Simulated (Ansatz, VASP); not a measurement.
# MgO (Periclase) in two plane-wave programs

Wanted: the spread between two codes on one cell, functional and k mesh. The cell is a member of a volume series, scaled by 1.02 from a relaxed one, so a pressure remains.

Main program and level: Ansatz 0.2.0; plane waves, with VASP 6.6.1 beside it; single point at PBEsol.

## 1. The starting structure

Symmetry: Fm-3m, No. 225, cubic system. Conventional cell: a = 4.238 Å, b = 4.238 Å, c = 4.238 Å, α = 90.00°, β = 90.00°, γ = 90.00°. Nearest to Mg lie 6 O at 2.12 Å. Nearest to O lie 6 Mg at 2.12 Å. Farther neighbours and most contacts between anions are not listed.

## 2. VASP: single point, PBEsol, volume scaled by 1.02

With cell and atoms fixed, the geometry can't cause a difference; cores, projectors, grids and the points listed under the comparison can.

Lines of VASP's logs that name or quote its potential files are left out, and so is its time.

The input asks for a relaxation, which ended at its first step since no free force or stress exceeded the threshold; so it serves as a single point.

File INCAR:

```
SYSTEM = MgO
PREC = Accurate
ENCUT = 520
EDIFF = 1E-08
NELM = 100
ISMEAR = 0
SIGMA = 0.05
LREAL = .FALSE.
ALGO = Normal
GGA = PS
NBANDS = 10
LORBIT = 11
LWAVE = .FALSE.
LCHARG = .FALSE.
KPAR = 16
IBRION = 2
NSW = 30
ISIF = 4
EDIFFG = -0.002
```

File POSCAR:

```
MgO
1.0
    0.0000000000      2.1187923622      2.1187923622
    2.1187923622      0.0000000000      2.1187923622
    2.1187923622      2.1187923622      0.0000000000
Mg O
1 1
Direct
    0.0000000000      0.0000000000      0.0000000000
    0.5000000000      0.5000000000      0.5000000000
```

File KPOINTS:

```
Automatic mesh
0
Gamma
13 13 13
0 0 0
```

PAW data sets: Mg and O (PBE family, release 64).

Launch:

```
$ mpirun -np 16 vasp_std
```

Numbers of over 12 decimals in the logs are rounded to 6 here.

Log:

```text
[banner, memory and clock lines left out]
running   16 mpi-ranks, on    1 nodes
 distrk:  each k-point on    1 cores,   16 groups
 distr:  one band on    1 cores,    1 groups

 POSCAR found type information on POSCAR MgO
 POSCAR found :  2 types and       2 ions
|                                                                             |
|           W    W    AA    RRRRR   N    N  II  N    N   GGGG   !!!           |
|           W    W   A  A   R    R  NN   N  II  NN   N  G    G  !!!           |
|           W    W  A    A  R    R  N N  N  II  N N  N  G       !!!           |
|           W WW W  AAAAAA  RRRRR   N  N N  II  N  N N  G  GGG   !            |
|           WW  WW  A    A  R   R   N   NN  II  N   NN  G    G                |
|           W    W  A    A  R    R  N    N  II  N    N   GGGG   !!!           |
|                                                                             |
|     For optimal performance we recommend to set                             |
|       NCORE = 2 up to number-of-cores-per-socket                            |
|     NCORE specifies how many cores store one orbital (NPAR=cpu/NCORE).      |
|     This setting can greatly improve the performance of VASP for DFT.       |
|     The default, NCORE=1 might be grossly inefficient on modern             |
|     multi-core architectures or massively parallel machines. Do your        |
|     Unfortunately you need to use the default for GW and RPA                |
|     calculations (for HF NCORE is supported but not extensively tested      |
|     yet).                                                                   |
|                                                                             |

|                                                                             |
|               ----> ADVICE to this user running VASP <----                  |
|                                                                             |
|     You enforced a specific xc type in the INCAR file but a different       |
|     [... a line on the potential file left out ...]
|     I HOPE YOU KNOW WHAT YOU ARE DOING!                                     |
|                                                                             |

 LDA part: xc-table for (Slater+PW92), standard interpolation
 POSCAR, INCAR and KPOINTS ok, starting setup
 FFT: planning ... GRIDC
 FFT: planning ... GRID_SOFT
 FFT: planning ... GRID
 WAVECAR not read
 entering main loop
       N       E                     dE             d eps       ncg     rms          rms(c)
DAV:   1     0.109741683467E+02    0.10974E+02   -0.47403E+03  1952   0.708E+02
DAV:   2    -0.133809070874E+02   -0.24355E+02   -0.23255E+02  1962   0.132E+02
DAV:   3    -0.138904162723E+02   -0.50951E+00   -0.50900E+00  1944   0.168E+01
DAV:   4    -0.138915526189E+02   -0.11363E-02   -0.11363E-02  1864   0.919E-01
DAV:   5    -0.138915560873E+02   -0.34684E-05   -0.34684E-05  1878   0.506E-02    0.665E+00
DAV:   6    -0.125476268495E+02    0.13439E+01   -0.79989E+00  1706   0.165E+01    0.223E+00
DAV:   7    -0.125232113387E+02    0.24416E-01   -0.50497E-02  1810   0.219E+00    0.130E+00
DAV:   8    -0.125096458337E+02    0.13566E-01   -0.23678E-02  1708   0.190E+00    0.202E-01
DAV:   9    -0.125094416656E+02    0.20417E-03   -0.23457E-04  1950   0.119E-01    0.136E-01
DAV:  10    -0.125093734803E+02    0.68185E-04   -0.39174E-04  1808   0.162E-01    0.590E-03
DAV:  11    -0.125093744557E+02   -0.97546E-06   -0.44874E-06  1814   0.157E-02    0.326E-03
DAV:  12    -0.125093749566E+02   -0.50089E-06   -0.99590E-08  1870   0.373E-03    0.480E-04
DAV:  13    -0.125093750088E+02   -0.52154E-07   -0.14343E-08  1044   0.920E-04    0.472E-05
DAV:  14    -0.125093749979E+02    0.10862E-07   -0.22586E-10   926   0.146E-04    0.333E-05
DAV:  15    -0.125093749980E+02   -0.12091E-09   -0.10795E-10   898   0.664E-05
   1 F= -.12509375E+02 E0= -.12509375E+02  d E =-.125094E+02
 curvature:   0.00 expect dE= 0.000E+00 dE for cont linesearch  0.000E+00
 trial: gam= 0.00000 g(F)=  0.548E-60 g(S)=  0.292E-33 ort = 0.000E+00 (trialstep = 0.100E+01)
 search vector abs. value=  0.100E-09
 reached required accuracy - stopping structural energy minimisation
```

OUTCAR, selected parts (step 2):

```text
ion  position               nearest neighbor table
   1  0.000  0.000  0.000-   2 2.12   2 2.12   2 2.12   2 2.12   2 2.12   2 2.12
   2  0.500  0.500  0.500-   1 2.12   1 2.12   1 2.12   1 2.12   1 2.12   1 2.12

  LATTYP: Found a face centered cubic cell.
 ALAT       =     4.2375847244

 Subroutine GETGRP returns: Found 48 space group operations
 (whereof 48 operations were pure point group operations)

The static configuration has the point symmetry O_h .

 Found     84 irreducible k-points:

   k-points           NKPTS =     84   k-points in BZ     NKDIM =     84   number of bands    NBANDS=     10

   dimension x,y,z NGX =    24 NGY =   24 NGZ =   24
   dimension x,y,z NGXF=    48 NGYF=   48 NGZF=   48

   ENCUT  =  520.0 eV  38.22 Ry    6.18 a.u.   5.57  5.57  5.57*2*pi/ulx,y,z

   NELECT =       8.0000    total number of electrons

 k-points in reciprocal lattice and weights: Automatic mesh
   0.00000000  0.00000000  0.00000000       0.000
   0.07692308  0.00000000  0.00000000       0.004
   0.15384615  0.00000000  0.00000000       0.004
   0.23076923  0.00000000  0.00000000       0.004
   0.30769231  0.00000000  0.00000000       0.004
   0.38461538  0.00000000  0.00000000       0.004
   0.46153846  0.00000000  0.00000000       0.004
   0.07692308  0.07692308  0.00000000       0.003
   0.15384615  0.07692308  0.00000000       0.011
[...]
-0.30769231  0.46153846  0.15384615       0.011
  -0.30769231  0.46153846  0.23076923       0.011

 average (electrostatic) potential at core
       1 -34.8702       2 -69.6979

 E-fermi :   3.2305

 k-point     1 :       0.0000    0.0000    0.0000
  band No.  band energies     occupation
      1     -14.1803      2.00000
      2       2.9325      2.00000
      3       2.9325      2.00000
      4       2.9325      2.00000
      5       7.3940      0.00000
      6      18.4642      0.00000
      7      18.4642      0.00000
      8      18.4642      0.00000
      9      22.2593      0.00000
    ...

 k-point     2 :       0.0769    0.0000    0.0000
  band No.  band energies     occupation
      1     -14.1180      2.00000
      2       2.5190      2.00000
      3       2.8925      2.00000
      4       2.8925      2.00000
      5       7.7945      0.00000
      6      17.6094      0.00000
      7      18.6073      0.00000
      8      18.6073      0.00000
      9      23.3796      0.00000
    ...

 k-point     3 :       0.1538    0.0000    0.0000
  band No.  band energies     occupation
      1     -13.9401      2.00000
      2       1.5885      2.00000
      3       2.7838      2.00000
      4       2.7838      2.00000
      5       8.6679      0.00000
      6      16.3163      0.00000
      7      18.9584      0.00000
      8      18.9584      0.00000
      9      22.8909      0.00000
    ...

  Total       -0.3631886     -0.3631886     -0.3631886      0.0000000      0.0000000      0.0000000
  in kB      -30.5877577    -30.5877577    -30.5877577      0.0000000      0.0000000      0.0000000
  external PRESSURE =     -30.5877577 kB  Pullay stress =       0.0000000 kB

  energy-cutoff  :      520.00
  volume of cell :       19.02
      direct lattice vectors                 reciprocal lattice vectors
     0.000000000  2.118792362  2.118792362    -0.235983482  0.235983482  0.235983482
     2.118792362  0.000000000  2.118792362     0.235983482 -0.235983482  0.235983482
     2.118792362  2.118792362  0.000000000     0.235983482  0.235983482 -0.235983482

 POSITION                                       TOTAL-FORCE (eV/Angst)
 -----------------------------------------------------------------------------------
      0.00000      0.00000      0.00000        -0.000000     -0.000000      0.000000
      2.11879      2.11879      2.11879         0.000000      0.000000     -0.000000
 -----------------------------------------------------------------------------------
    total drift:                               -0.000000     -0.000000      0.000000

  FREE ENERGIE OF THE ION-ELECTRON SYSTEM (eV)
  ---------------------------------------------------
  free  energy   TOTEN  =       -12.5093749980 eV

  energy  without entropy=      -12.5093749980  energy(sigma->0) =      -12.50937500

 reached required accuracy - stopping structural energy minimisation

 total charge
# of ion       s       p       d       tot
------------------------------------------
    1        0.147   0.176   0.076   0.399
    2        1.537   3.530   0.000   5.067
--------------------------------------------------
tot          1.685   3.706   0.076   5.467

[... 3 further parts left out ...]
```

CONTCAR:

```
MgO
   1.00000000000000
     0.0000000000000000    2.1187923621999998    2.1187923621999998
     2.1187923621999998    0.0000000000000000    2.1187923621999998
     2.1187923621999998    2.1187923621999998    0.0000000000000000
  Mg              O
     1     1
Direct
     0.0000000000000000    0.0000000000000000    0.0000000000000000
     0.5000000000000000    0.5000000000000000    0.5000000000000000
```

The run keeps the 48 symmetry operations of its start, so it cannot find a distortion of lower symmetry.

## 3. Ansatz: single point, PBEsol, volume scaled by 1.02

Ansatz runs on its default PAW (the set named soft_2) files.

The same cell, functional, mesh and smearing now go to Ansatz, which takes its cutoff from its data sets.

File input.yaml:

```yaml
crystal:
  lattice:
    - [0.0, 2.11879236, 2.11879236]
    - [2.11879236, 0.0, 2.11879236]
    - [2.11879236, 2.11879236, 0.0]
  atoms:
    - { symbol: Mg, position: [0.0, 0.0, 0.0] }
    - { symbol: O, position: [0.5, 0.5, 0.5] }
hamiltonian:
  xc: pbesol
  pseudopotentials: { kind: paw }
kpoints:
  mp_grid: { grid: [13, 13, 13] }
scf:
  occupations: { method: gaussian, width: 0.05 }
  n_extra_bands: 4
output:
  forces: true
  stress: true
  eigenvalues: true
```

Launch:

```
$ ansatz run input.yaml --threads 2 --pin off --max-ram 4608MiB --backend cpu --events-out ev --progress --plain --runs-dir out
```

Log:

```text
scf.n_extra_bands = 4 over 8 filled bands (N_el = 16.0): the run solves 12 bands
Engine: ansatz 0.2.0, aarch64-unknown-linux-gnu
Pseudopotentials: kind: paw
Pseudopotential: Mg, paw, valence charge 10, recommended cutoff 420 eV (normal), Mg.paw.azcp
Pseudopotential: O, paw, valence charge 6, recommended cutoff 420 eV (normal), O.paw.azcp
Functional definition: PBEsol
  exchange = pbesol_x
  correlation = pbesol_c
Crystal: 2 atoms, lattice volume = 19.024 Å³
Basis set: ecut = 420 eV, 339 PW (Γ), exchange–correlation on 48×48×48 points (8 copies of the dense FFT grid, shifted against one another)
Bands: 12, of which v1, the nominal top of the filled ones, is band 8 counted from 1 (7 counted from 0)
Symmetry: 48 space group operations
Space group: Fm-3m (ITA 225), of the structure as read, at distance tolerance 2.7e-5 Å
k-points: 84 of 2197
Non-local potential: Mg, projectors of the file, l = 0: 3, l = 1: 2, l = 2: 1
Non-local potential: O, projectors of the file, l = 0: 2, l = 1: 2, l = 2: 1
PAW form: soft (Blöchl's): semilocal exchange-correlation on the pseudo side does not see the compensation charge
PAW frozen core: Mg, regenerated for the run's functional, and the local potential with it (the file was generated under x = pbe(κ = 0.804, μ = 0.219515), c = pbe(β = 0.066725))
PAW frozen core: O, regenerated for the run's functional, and the local potential with it (the file was generated under x = pbe(κ = 0.804, μ = 0.219515), c = pbe(β = 0.066725))
PAW one-centre angular grid: Mg, 110 points (default); XC on 64 Gauss nodes
PAW one-centre angular grid: O, 110 points (default); XC on 64 Gauss nodes
Initial density: superposition of atomic densities (neutral atoms: chi_scale 0, normalization atom), corrected by the library's trained network
Initial wavefunctions: pseudopotential atomic-orbital guess
Functional: x = pbesol(κ = 0.804, μ = 0.123457), c = pbesol(β = 0.046)
SCF iter   1: F=—  HF=-2475.877887 eV  |F-HF|=—  |Δ(HF+E_count)|=         —  Δρ=1.43e-2  dr2=3.08e-2  ethr=1.77e-3  ⟨swp⟩=5.4  Hψ=5724  notcnv=0
preconditioner: auto → none  [insulator: Δε(μ)=4.337 eV  Ē_g=18.085 eV  σ=0.050 eV  W_gap=1.00  n_scr=8 (ndim 8)  ℏωp=24.1 eV  f_vac=0.000  D(μ)=0.00/eV (n_scr^D=0)  ε∞_Penn≈2.8]
SCF iter   2: F=—  HF=-2475.869611 eV  |F-HF|=—  |Δ(HF+E_count)|=   8.28e-3  Δρ=4.06e-3  dr2=3.09e-3  ethr=1.93e-4  ⟨swp⟩=2.0  Hψ=1985  notcnv=0
SCF iter   3: F=—  HF=-2475.868836 eV  |F-HF|=—  |Δ(HF+E_count)|=   7.75e-4  Δρ=6.43e-4  dr2=4.22e-5  ethr=1.93e-5  ⟨swp⟩=2.0  Hψ=1337  notcnv=0
SCF iter   4: F=—  HF=-2475.868828 eV  |F-HF|=—  |Δ(HF+E_count)|=   8.70e-6  Δρ=1.22e-4  dr2=1.14e-6  ethr=2.64e-7  ⟨swp⟩=2.7  Hψ=1576  notcnv=0
SCF iter   5: F=—  HF=-2475.868827 eV  |F-HF|=—  |Δ(HF+E_count)|=   9.35e-7  Δρ=4.30e-5  dr2=1.46e-7  ethr=7.12e-9  ⟨swp⟩=2.1  Hψ=1431  notcnv=0
SCF iter   6: F=-2475.868827 eV  HF=-2475.868827 eV  |F-HF|=7.47e-10  |Δ(HF+E_count)|=   7.63e-8  Δρ=4.58e-6  dr2=2.10e-9  ethr=6.25e-10  ⟨swp⟩=5.0  Hψ=4604  notcnv=0
SCF 1 converged in 6 iterations: F = -2475.868827 eV  dr2 = 2.10e-9
  greatest PAW one-centre occupation: 1.000 electrons in one spin orbital (limit 2), on the Mg atom at site 0 (counted from 0), in its partial waves of l = 0
SCF converged after 6 iterations
Free energy (F): -2475.868827 eV
Harris-Foulkes:  -2475.868827 eV  (|F-HF|=7.47e-10)
Internal energy: -2475.868827 eV  (E = F + TS)
E sigma→0 (E₀):  -2475.868827 eV
Fermi energy:    10.022064 eV
--- Per-component energies (eV) ---
  E_band       = -295.861703
  E_kinetic    = 254.459934
  E_local      = -1612.374803  (includes V_loc(G=0)·N_el)
  E_nonlocal   = 143.713330
  E_hartree    = 556.695186
  E_xc         = -103.737399
  E_vxc        = -133.658093  (∫ρ·V_xc dr)
  E_paw        = -433.120768  (= ΣΔE_a)
  E_vpaw       = -61.394119  (= ΣTr[D̂ρ^β])
  E_aug_tail   = 0.002457  (compensation charges beyond the density's cutoff)
  E_ewald      = -1281.600913
  E_core_change = 0.094150  (= ΣΔE_core)
  E_smearing   = -0.000000  (= −TS)
  E_closure    = -0.000000  (closes the sum)
  Σ components = -2475.868827   (vs F -2475.868827, Δ=0.00e0)
--- Forces (eV/Å), atoms counted from 1 ---
  atom   1  Mg    -0.00000000     0.00000000     0.00000000
  atom   2  O      0.00000000    -0.00000000     0.00000000
  max |Σ_I F_I| component: 1.83e-29 eV/Å
--- Stress (GPa, compression-positive) ---
       -2.532658       0.000000       0.000000
        0.000000      -2.532658       0.000000
       -0.000000       0.000000      -2.532658
  P = ⅓ Tr σ = -2.5327 GPa (-25.327 kbar)
--- Band table (eV; the first three rows and the last of 84) ---
  k-point 0: bands = [... 4 lower, -9.3117, 7.7910, 7.7910, 7.7910, 12.2525, 23.3641, 23.3641, 23.3641]
  k-point 1: bands = [... 4 lower, -9.2474, 7.3774, 7.7509, 7.7509, 12.6528, 22.4965, 23.5055, 23.5055]
  k-point 2: bands = [... 4 lower, -9.0643, 6.4486, 7.6429, 7.6429, 13.5260, 21.1939, 23.8516, 23.8516]
  k-point 83: bands = [... 4 lower, -7.7399, 4.6564, 5.0480, 6.1170, 18.9613, 19.2178, 19.7012, 23.1623]
```

It took 0.82 s on 2 threads of Arm Neoverse V1, shared host; peak memory 0.27 GiB.

Reading the cycles: dr2 is the Hartree energy of the density residual (eV), the measure of convergence; HF is the Harris–Foulkes estimate of the energy, which meets the free energy F at convergence.

The run ends at a pressure of -2.53 GPa.

## 4. Side by side

Known differences besides the potentials themselves: the data sets hold 16 valence electrons in Ansatz (default PAW (the set named soft_2) files) and 8 in VASP; the cutoff is 420 eV in Ansatz and 520 eV in VASP; Ansatz makes its cores anew for this functional, VASP keeps those of its PBE data sets; VASP leaves aspherical gradient terms in its spheres out (LASPH is not set), Ansatz keeps them. Total energies have different zeros and are not compared.

The two programs side by side:

| quantity | Ansatz | VASP | difference |
| --- | --- | --- | --- |
| pressure (GPa) | -2.53 | -3.06 | +0.53 |
| pressure without Ansatz's Pulay correction (GPa) | -3.20 | -3.06 | -0.14 |
| gap on the k mesh (eV) | 4.462 | 4.462 | 0.000 |

A gap on the mesh is an upper bound, since the band edges may lie between its points. Ansatz's pressure holds a Pulay correction of 0.66 GPa; VASP's holds none.

## 5. What the set-up changes

Further runs change the set-up of one program: Ansatz's method, potentials or start, or VASP's data sets, cutoff or form of LDA. The table gives Ansatz less VASP for each quantity, since a change that brings one quantity closer may part another.

| run | pressure (GPa) | gap on the k mesh (eV) |
| --- | --- | --- |
| as above | 0.53 | 2.0e-5 |
| Ansatz's all-electron LAPW method | 0.60 | 0.0022 |

## 6. Ansatz: single point, PBEsol, volume scaled by 1.035

With cell and atoms fixed, the geometry can't cause a difference; cores, projectors, grids and the points listed under the comparison can. The cell compared in this pair holds 19.30 Å³, against 19.02 Å³ for the pair before.

The cell is a member of a volume series, scaled by 1.035 from a relaxed one, so a pressure remains.

input.yaml, the sections that differ from step 3:

```yaml
crystal:
  lattice:
    - [0.0, 2.1291281, 2.1291281]
    - [2.1291281, 0.0, 2.1291281]
    - [2.1291281, 2.1291281, 0.0]
  atoms:
    - { symbol: Mg, position: [0.0, 0.0, 0.0] }
    - { symbol: O, position: [0.5, 0.5, 0.5] }
# hamiltonian, kpoints, scf, output: as in step 3
```

Log:

```text
[...]
Crystal: 2 atoms, lattice volume = 19.303 Å³
Basis set: ecut = 420 eV, 339 PW (Γ), exchange–correlation on 48×48×48 points (8 copies of the dense FFT grid, shifted against one another)
Bands: 12, of which v1, the nominal top of the filled ones, is band 8 counted from 1 (7 counted from 0)
Symmetry: 48 space group operations
[...]
k-points: 84 of 2197
[...]
--- Band table (eV; the first three rows and the last of 84) ---
  k-point 0: bands = [... 4 lower, -9.4153, 7.6150, 7.6150, 7.6150, 11.9404, 23.1058, 23.1058, 23.1058]
  k-point 1: bands = [... 4 lower, -9.3528, 7.2017, 7.5754, 7.5754, 12.3420, 22.2414, 23.2439, 23.2439]
  k-point 2: bands = [... 4 lower, -9.1746, 6.2811, 7.4704, 7.4704, 13.2159, 20.9402, 23.5799, 23.5799]
  k-point 83: bands = [... 4 lower, -7.8874, 4.5267, 4.9139, 5.9660, 18.6955, 18.9243, 19.3635, 22.7992]
[key lines of the parts left out:]
SCF converged after 6 iterations
Free energy (F): -2475.862649 eV
Fermi energy:    9.777974 eV
P = ⅓ Tr σ = -4.6102 GPa (-46.102 kbar)
```

Elapsed: 0.83 s, on 2 threads; peak memory 0.27 GiB; 1.5 s of CPU time.

The run ends at a pressure of -4.61 GPa.

[end of part 1 of 2]

[Lines on the potential files, build, host, timing and source positions are cut from VASP's logs without a mark.]

[Logs are printed without paths, hosts, clocks, repeated set-up lines and the standing remarks that a program may print on its own settings, such as how far it seeks lower states.]

[Hosts, paths, dates, database ids (printed as entryN), source tags and the programs' standing remarks are cut or masked in the printed files.]
